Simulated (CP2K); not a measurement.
# Au (Fm-3m) in CP2K: equation of state

How stiff is Au in PBEsol, and what volume does it want? The cell is scaled to several volumes.

Everything below comes from runs of CP2K 2026.2. Logs are shortened: lines on timing, memory, paths and dates and some standing lists are left out, and cuts for length are marked.

**The experiment to reproduce.**

From “Exploring toroidal anvil profiles for larger sample volumes above 4 Mbar”, 2024, pmc:11102561, for a bulk crystal of Au: bulk modulus 167 GPa.

The results are compared with them further down.

**1. The crystal as given**

Symmetry: Fm-3m, No. 225, cubic system. Conventional cell: a = 4.070 Å, b = 4.070 Å, c = 4.070 Å, α = 90.00°, β = 90.00°, γ = 90.00°. Au (site symmetry m-3m) is surrounded by 12 Au at 2.88 Å.

**2. Single point, PBEsol, 16.85 Å³/atom**

Contents of au_eos.inp:

```
&GLOBAL
  PROJECT au_eos
  RUN_TYPE ENERGY_FORCE
  PRINT_LEVEL LOW
&END GLOBAL
&FORCE_EVAL
  METHOD QS
  STRESS_TENSOR ANALYTICAL
  &DFT
    BASIS_SET_FILE_NAME BASIS_MOLOPT_UZH
    POTENTIAL_FILE_NAME POTENTIAL_UZH
    &MGRID
      CUTOFF 500
      REL_CUTOFF 60
      NGRIDS 4
    &END MGRID
    &QS
      METHOD GPW
      EPS_DEFAULT 1.0E-10
    &END QS
    &KPOINTS
      SCHEME MONKHORST-PACK 11 11 11
      GAMMA_CENTERED T
      SYMMETRY T
      SYMMETRY_BACKEND SPGLIB
    &END KPOINTS
    &SCF
      SCF_GUESS ATOMIC
      EPS_SCF 1.0E-6
      MAX_SCF 100
      ADDED_MOS 11
      CHOLESKY OFF
      EPS_EIGVAL 1.0E-7
      &DIAGONALIZATION ON
        ALGORITHM STANDARD
      &END DIAGONALIZATION
      &MIXING ON
        METHOD BROYDEN_MIXING
        ALPHA 0.4
        BETA 1.5
        NBUFFER 8
      &END MIXING
      &SMEAR ON
        METHOD FERMI_DIRAC
        ELECTRONIC_TEMPERATURE [K] 580.226
      &END SMEAR
    &END SCF
    &XC
      &XC_FUNCTIONAL
        &GGA_X_PBE_SOL
        &END GGA_X_PBE_SOL
        &GGA_C_PBE_SOL
        &END GGA_C_PBE_SOL
      &END XC_FUNCTIONAL
    &END XC
    &PRINT
      &KPOINTS ON
      &END KPOINTS
      &MULLIKEN ON
      &END MULLIKEN
      &MO ON
        ENERGIES T
        OCCUPATION_NUMBERS T
        &EACH
          QS_SCF 0
        &END EACH
        ADD_LAST NUMERIC
      &END MO
    &END PRINT
  &END DFT
  &SUBSYS
    &CELL
      A 2.8779245994 0.0000000000 0.0000000000
      B 1.4389622997 2.4923558133 0.0000000000
      C 1.4389622997 0.8307852711 2.3498155956
      PERIODIC XYZ
    &END CELL
    &COORD
      SCALED
      Au  0.0000000000 0.0000000000 0.0000000000
    &END COORD
    &KIND Au
      BASIS_SET TZVP-MOLOPT-PBE-GTH-q11
      POTENTIAL GTH-PBE-q11
    &END KIND
    &PRINT
      &ATOMIC_COORDINATES ON
      &END ATOMIC_COORDINATES
      &CELL ON
      &END CELL
      &SYMMETRY ON
      &END SYMMETRY
    &END PRINT
  &END SUBSYS
  &PRINT
    &FORCES ON
    &END FORCES
    &STRESS_TENSOR ON
    &END STRESS_TENSOR
  &END PRINT
&END FORCE_EVAL
```

Potentials or basis: POTENTIAL_UZH Au GTH-PBE-q11; TZVP-MOLOPT-PBE-GTH basis.

Started as:

```sh
$ OMP_NUM_THREADS=1 cp2k.psmp -i au_eos.inp -o au_eos.out
```

au_eos.out:

```text

 CP2K| version string:                                       CP2K version 2026.2
 CP2K| Input file name                                                au_eos.inp

 GLOBAL| Force Environment number                                              1
 GLOBAL| Basis set file name                                    BASIS_MOLOPT_UZH
 GLOBAL| Potential file name                                       POTENTIAL_UZH
 GLOBAL| MM Potential file name                                     MM_POTENTIAL
 GLOBAL| Coordinate file name                                      __STD_INPUT__
 GLOBAL| Method name                                                        CP2K
 GLOBAL| Project name                                                     au_eos
 GLOBAL| Run type                                                   ENERGY_FORCE
 GLOBAL| FFT library                                                       FFTW3
[... 8 lines left out ...]
 GLOBAL| CPU model name                                                  UNKNOWN

 CELL| Volume [angstrom^3]:                                            16.854786
 CELL| Vector a [angstrom]:       2.878     0.000     0.000   |a| =     2.877925
 CELL| Vector b [angstrom]:       1.439     2.492     0.000   |b| =     2.877925
 CELL| Vector c [angstrom]:       1.439     0.831     2.350   |c| =     2.877925
 CELL| Angle (b,c), alpha [degree]:                                    60.000000
 CELL| Angle (a,c), beta  [degree]:                                    60.000000
 CELL| Angle (a,b), gamma [degree]:                                    60.000000
 CELL| Numerically orthorhombic:                                              NO
 CELL| Periodicity                                                           XYZ

 CELL_REF| Volume [angstrom^3]:                                        16.854786
 CELL_REF| Vector a [angstrom     2.878     0.000     0.000   |a| =     2.877925
 CELL_REF| Vector b [angstrom     1.439     2.492     0.000   |b| =     2.877925
 CELL_REF| Vector c [angstrom     1.439     0.831     2.350   |c| =     2.877925
 CELL_REF| Angle (b,c), alpha [degree]:                                60.000000
 CELL_REF| Angle (a,c), beta  [degree]:                                60.000000
 CELL_REF| Angle (a,b), gamma [degree]:                                60.000000
 CELL_REF| Numerically orthorhombic:                                          NO
 CELL_REF| Periodicity                                                       XYZ
[... 9 lines left out ...]
 TOTAL NUMBERS AND MAXIMUM NUMBERS

  Total number of            - Atomic kinds:                                   1
                             - Atoms:                                          1
                             - Shell sets:                                     1
                             - Shells:                                        10
                             - Primitive Cartesian functions:                  6
                             - Cartesian basis functions:                     40
                             - Spherical basis functions:                     34

  Maximum angular momentum of- Orbital basis functions:                        3
                             - Local part of the GTH pseudopotential:          0
                             - Non-local part of the GTH pseudopotential:      4

 MODULE QUICKSTEP: ATOMIC COORDINATES IN ANGSTROM

   Atom Kind Element         X             Y             Z       Z(eff)     Mass
      1    1 Au   79      0.000000      0.000000      0.000000  11.0000 196.9666

 Crystal Symmetry Information
       International Symbol:                                               Fm-3m
       Point Group Symbol:                                                  m-3m
       Schoenflies Symbol:                                                  Oh^5
       Number of Symmetry Operations:                                         48

 SCF PARAMETERS         Density guess:                                    ATOMIC
[... 32 lines left out ...]
  Exchange-correlation energy:                                 -5.20006443898583
  Electronic entropic energy:                                  -0.00006441760877
  Fermi energy:                                                 0.39142352461456

  Total energy:                                               -33.08964423565904
  Total energy (extrapolated to T->0):                        -33.08961202685465

 MO| EIGENVALUES AND OCCUPATION NUMBERS FOR K POINT 1
 MO|
 MO|  Index      Eigenvalue [a.u.]        Eigenvalue [eV]             Occupation
 MO|      1               0.114541               3.116832               2.000000
 MO|      2               0.213795               5.817662               2.000000
 MO|      3               0.213795               5.817662               2.000000
 MO|      4               0.317239               8.632524               2.000000
 MO|      5               0.317239               8.632526               2.000000
 MO|      6               0.331675               9.025324               2.000000
[... 9 lines left out ...]
 MO|     16               1.820638              49.542092               0.000000
 MO|     17               2.135300              58.104475               0.000000
 MO| Sum:                                                              12.000000
 MO| E(Fermi):            0.391424 a.u.         10.651176 eV

 MO| EIGENVALUES AND OCCUPATION NUMBERS FOR K POINT 2
 MO|
 MO|  Index      Eigenvalue [a.u.]        Eigenvalue [eV]             Occupation
 MO|      1               0.122169               3.324377               2.000000
 MO|      2               0.209464               5.699807               2.000000
 MO|      3               0.221708               6.032992               2.000000
 MO|      4               0.263011               7.156888               2.000000
 MO|      5               0.318920               8.678257               2.000000
 MO|      6               0.357996               9.741565               2.000000
[... 267 lines left out ...]
 MO| EIGENVALUES AND OCCUPATION NUMBERS FOR K POINT 14
 MO|
 MO|  Index      Eigenvalue [a.u.]        Eigenvalue [eV]             Occupation
 MO|      1               0.148710               4.046604               2.000000
 MO|      2               0.176133               4.792834               2.000000
 MO|      3               0.211989               5.768512               2.000000
 MO|      4               0.266577               7.253924               2.000000
 MO|      5               0.301743               8.210858               2.000000
 MO|      6               0.362263               9.857674               2.000000
[... 9 lines left out ...]
 MO|     16               1.824931              49.658892               0.000000
 MO|     17               1.940013              52.790450               0.000000
 MO| Sum:                                                              12.000000
 MO| E(Fermi):            0.391424 a.u.         10.651176 eV

 [... the levels of further k-points ...]

 !-----------------------------------------------------------------------------!
                     Mulliken Population Analysis

 #  Atom  Element  Kind  Atomic population                           Net charge
       1     Au       1         11.000000                             -0.000000
 # Total charge                             11.000000                 -0.000000

 !-----------------------------------------------------------------------------!

 ENERGY| Total FORCE_EVAL ( QS ) energy [hartree]            -33.089645151401449

 FORCES| Atomic forces [hartree/bohr]
 FORCES|   Atom     x               y               z               |f|
 FORCES|      1 -3.23597732E-15 -2.19512033E-15 -3.88956516E-15   5.51532588E-15
 FORCES| Sum    -3.23597732E-15 -2.19512033E-15 -3.88956516E-15
 FORCES| Total atomic force                                       5.51532588E-15

 STRESS| Analytical stress tensor [bar]
 STRESS|                        x                   y                   z
 STRESS|      x        8.76686695470E+04  -2.22545426118E-02  -3.99026507220E-02
 STRESS|      y       -2.22545426118E-02   8.76687361545E+04  -1.39489261699E-01
 STRESS|      z       -3.99026507220E-02  -1.39489261699E-01   8.76687091041E+04
 STRESS| 1/3 Trace                                             8.76687049352E+04
 STRESS| Determinant                                           6.73804292386E+14

 STRESS| Eigenvectors and eigenvalues of the analytical stress tensor [bar]
 STRESS|                        1                   2                   3
 STRESS| Eigenvalues   8.76685637094E+04   8.76686877509E+04   8.76688633454E+04
 STRESS|      x           0.388694746381     -0.919706245292     -0.055288484403
 STRESS|      y           0.609250953335      0.301575467147     -0.733393150688
 STRESS|      z           0.691179911453      0.251381502873      0.677552706449
```

Run time: 1.7 min. Hardware: 1 thread of Arm Neoverse V2, shared host; peak memory 0.31 GiB.

Results:

| Quantity | Value |
| --- | --- |
| Free energy | -900.4150 eV |
| Pressure | 8.8 GPa |
| Band gap on the k mesh | none (metal or under the smearing width) |

Caveat: with these potentials and basis sets, volumes of gold and of layered tellurides can stand 1.5 % and more from those of plane-wave programs; the potentials were made for another functional, which shifts forces and pressure; the basis of atomic orbitals isn't converged, which shifts pressures, moduli and gaps.

**3. Single point, PBEsol, 16.52 Å³/atom (volume scaled by 0.98)**

Changes to au_eos.inp since step 2:

```diff
@@ -11,2 +11,3 @@
     POTENTIAL_FILE_NAME POTENTIAL_UZH
+    WFN_RESTART_FILE_NAME previous-RESTART.kp
     &MGRID
@@ -27,3 +28,3 @@
     &SCF
-      SCF_GUESS ATOMIC
+      SCF_GUESS RESTART
       EPS_SCF 1.0E-6
@@ -72,5 +73,5 @@
     &CELL
-      A 2.8779245994 0.0000000000 0.0000000000
-      B 1.4389622997 2.4923558133 0.0000000000
-      C 1.4389622997 0.8307852711 2.3498155956
+      A 2.8586090872 0.0000000000 0.0000000000
+      B 1.4293045436 2.4756280891 0.0000000000
+      C 1.4293045436 0.8252093630 2.3340445459
       PERIODIC XYZ
```

Potentials or basis: POTENTIAL_UZH Au GTH-PBE-q11; TZVP-MOLOPT-PBE-GTH basis.

Started as:

```sh
$ OMP_NUM_THREADS=1 cp2k.psmp -i au_eos.inp -o au_eos.out
```

Run time: 94 s. Hardware: 1 thread of Arm Neoverse V2, shared host; peak memory 0.31 GiB.

Results (log left out):

* Free energy: -900.3918 eV
* Pressure: 13.4 GPa
* Band gap on the k mesh: none (metal or under the smearing width)

Caveat: with these potentials and basis sets, volumes of gold and of layered tellurides can stand 1.5 % and more from those of plane-wave programs; the potentials were made for another functional, which shifts forces and pressure; the basis of atomic orbitals isn't converged, which shifts pressures, moduli and gaps.

**4. Single point, PBEsol, 17.19 Å³/atom (volume scaled by 1.02)**

Changes to au_eos.inp since step 3:

```diff
@@ -73,5 +73,5 @@
     &CELL
-      A 2.8586090872 0.0000000000 0.0000000000
-      B 1.4293045436 2.4756280891 0.0000000000
-      C 1.4293045436 0.8252093630 2.3340445459
+      A 2.8969842582 0.0000000000 0.0000000000
+      B 1.4484921291 2.5088619620 0.0000000000
+      C 1.4484921291 0.8362873207 2.3653777418
       PERIODIC XYZ
```

Started as:

```sh
$ OMP_NUM_THREADS=1 cp2k.psmp -i au_eos.inp -o au_eos.out
```

It took 83 s on 1 thread of Arm Neoverse V2, shared host; peak memory 0.31 GiB.

Results (log left out):

```
Free energy            : -900.4291 eV
Pressure               : 4.7 GPa
Band gap on the k mesh : none (metal or under the smearing width)
```

Caveat: with these potentials and basis sets, volumes of gold and of layered tellurides can stand 1.5 % and more from those of plane-wave programs; the potentials were made for another functional, which shifts forces and pressure; the basis of atomic orbitals isn't converged, which shifts pressures, moduli and gaps.

**5. Single point, PBEsol, 16.18 Å³/atom (volume scaled by 0.96)**

Changes to au_eos.inp since step 4:

```diff
@@ -73,5 +73,5 @@
     &CELL
-      A 2.8969842582 0.0000000000 0.0000000000
-      B 1.4484921291 2.5088619620 0.0000000000
-      C 1.4484921291 0.8362873207 2.3653777418
+      A 2.8390289584 0.0000000000 0.0000000000
+      B 1.4195144792 2.4586712001 0.0000000000
+      C 1.4195144792 0.8195570667 2.3180574377
       PERIODIC XYZ
```

Started as:

```sh
$ OMP_NUM_THREADS=1 cp2k.psmp -i au_eos.inp -o au_eos.out
```

Wall time 94 s (1 thread of Arm Neoverse V2, shared host); peak memory 0.31 GiB.

The run converged. Its results:

| Quantity | Value |
| --- | --- |
| Free energy | -900.3582 eV |
| Pressure | 18.7 GPa |
| Band gap on the k mesh | none (metal or under the smearing width) |

Caveat: with these potentials and basis sets, volumes of gold and of layered tellurides can stand 1.5 % and more from those of plane-wave programs; the potentials were made for another functional, which shifts forces and pressure; the basis of atomic orbitals isn't converged, which shifts pressures, moduli and gaps.

**6. Single point, PBEsol, 17.53 Å³/atom (volume scaled by 1.04)**

Changes to au_eos.inp since step 5:

```diff
@@ -73,5 +73,5 @@
     &CELL
-      A 2.8390289584 0.0000000000 0.0000000000
-      B 1.4195144792 2.4586712001 0.0000000000
-      C 1.4195144792 0.8195570667 2.3180574377
+      A 2.9157963714 0.0000000000 0.0000000000
+      B 1.4578981857 2.5251537299 0.0000000000
+      C 1.4578981857 0.8417179100 2.3807377679
       PERIODIC XYZ
```

Potentials or basis: POTENTIAL_UZH Au GTH-PBE-q11; TZVP-MOLOPT-PBE-GTH basis.

Started as:

```sh
$ OMP_NUM_THREADS=1 cp2k.psmp -i au_eos.inp -o au_eos.out
```

Wall time 86 s (1 thread of Arm Neoverse V2, shared host); peak memory 0.31 GiB.

Results (log left out):

| Quantity | Value |
| --- | --- |
| Free energy | -900.4351 eV |
| Pressure | 1.1 GPa |
| Band gap on the k mesh | none (metal or under the smearing width) |

Caveat: with these potentials and basis sets, volumes of gold and of layered tellurides can stand 1.5 % and more from those of plane-wave programs; the potentials were made for another functional, which shifts forces and pressure; the basis of atomic orbitals isn't converged, which shifts pressures, moduli and gaps.

**7. Single point, PBEsol, 15.84 Å³/atom (volume scaled by 0.94)**

Changes to au_eos.inp since step 6:

```diff
@@ -73,5 +73,5 @@
     &CELL
-      A 2.9157963714 0.0000000000 0.0000000000
-      B 1.4578981857 2.5251537299 0.0000000000
-      C 1.4578981857 0.8417179100 2.3807377679
+      A 2.8191749595 0.0000000000 0.0000000000
+      B 1.4095874798 2.4414771327 0.0000000000
+      C 1.4095874798 0.8138257109 2.3018467155
       PERIODIC XYZ
```

Started as:

```sh
$ OMP_NUM_THREADS=1 cp2k.psmp -i au_eos.inp -o au_eos.out
```

It took 86 s on 1 thread of Arm Neoverse V2, shared host; peak memory 0.31 GiB.

The run converged. Its results:

```yaml
Free_energy: -900.3127 eV
Pressure: 24.7 GPa
Band_gap_on_the_k_mesh: none (metal or under the smearing width)
```

Caveat: with these potentials and basis sets, volumes of gold and of layered tellurides can stand 1.5 % and more from those of plane-wave programs; the potentials were made for another functional, which shifts forces and pressure; the basis of atomic orbitals isn't converged, which shifts pressures, moduli and gaps.

**8. Single point, PBEsol, 17.87 Å³/atom (volume scaled by 1.06)**

Changes to au_eos.inp since step 7:

```diff
@@ -73,5 +73,5 @@
     &CELL
-      A 2.8191749595 0.0000000000 0.0000000000
-      B 1.4095874798 2.4414771327 0.0000000000
-      C 1.4095874798 0.8138257109 2.3018467155
+      A 2.9343688235 0.0000000000 0.0000000000
+      B 1.4671844118 2.5412379453 0.0000000000
+      C 1.4671844118 0.8470793151 2.3959021116
       PERIODIC XYZ
```

Started as:

```sh
$ OMP_NUM_THREADS=1 cp2k.psmp -i au_eos.inp -o au_eos.out
```

Wall time 81 s (1 thread of Arm Neoverse V2, shared host); peak memory 0.3 GiB.

Results (log left out):

* Free energy: -900.4339 eV
* Pressure: -2.1 GPa
* Band gap on the k mesh: none (metal or under the smearing width)

Caveat: with these potentials and basis sets, volumes of gold and of layered tellurides can stand 1.5 % and more from those of plane-wave programs; the potentials were made for another functional, which shifts forces and pressure; the basis of atomic orbitals isn't converged, which shifts pressures, moduli and gaps.

**9. Equation of state, PBEsol**

Potentials or basis: POTENTIAL_UZH Au GTH-PBE-q11; TZVP-MOLOPT-PBE-GTH basis.

No new run: the results of the series are fitted here.

Results:

```yaml
Equilibrium_volume: 17.64 Å³/atom
Bulk_modulus: 170 GPa
Pressure_derivative_of_the_bulk_modulus: 5.7
```

Energy against volume, from the lowest point:
```
volume (Å³/atom)  energy (meV/atom)
          15.843             122.37
          16.181              76.90
          16.518              43.25
          16.855              20.02
          17.192               5.97
          17.529               0.00
          17.866               1.14
```

Caveat: with these potentials and basis sets, volumes of gold and of layered tellurides can stand 1.5 % and more from those of plane-wave programs; the potentials were made for another functional, which shifts forces and pressure; the basis of atomic orbitals isn't converged, which shifts pressures, moduli and gaps.

**10. Comparison with measurements**

Step 9. A measured bulk modulus of Au is 167 GPa (quoted in “Exploring toroidal anvil profiles for larger sample volumes above 4 Mbar”, 2024, pmc:11102561); the calculated 170 GPa misses it by +1.5 %. The fit is for a static lattice scaled at fixed shape and fixed fractional positions.
